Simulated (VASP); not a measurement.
Crystal: ZrS.

```
Zr S
1.0
     0.00000    2.62500    2.62500
     2.62500    0.00000    2.62500
     2.62500    2.62500    0.00000
Zr S
1 1
Direct
  0.00000 0.00000 0.00000
  0.50000 0.50000 0.50000
```

| Property | Result |
| --- | --- |
| Program | VASP 6.6.1 |
| Task | relaxation of cell and atoms |
| Functional | PBEsol |
| Potentials or basis | VASP PAW PBE potentials, release 64 (Zr_sv, S) |
| Cutoff | 600 eV |
| k mesh | 14 × 14 × 14 |
| Occupations | gaussian, width 0.1 eV |
| Spin | no spin polarisation |

At the start: pressure -6.2 GPa; volume 18.09 Å³/atom.

Question: How do energy, volume and symmetry change on relaxing?

Answer: Over 5 steps the energy falls by 16.6 meV/atom and the volume is 17.27 Å³/atom (-4.5 %); space group Fm-3m (No. 225, to 0.05 Å).

The path:
```
step  energy change (eV)  largest force (eV/Å)  pressure (GPa)  volume (Å³)
   1              0.0000                0.0000           -6.21        36.18
   2              0.0202                0.0000            9.49        32.63
   3             -0.0333                0.0000           -0.09        34.55
   4             -0.0333                0.0000            0.05        34.52
   5             -0.0333                0.0000            0.00        34.54
```

Final structure:
```
Zr S
1.0
     0.00000    2.58487    2.58487
     2.58487    0.00000    2.58487
     2.58487    2.58487    0.00000
Zr S
1 1
Direct
  0.00000 0.00000 0.00000
  0.50000 0.50000 0.50000
```

Caveat: the PAW data sets were made with another functional, which shifts forces and pressure a little.
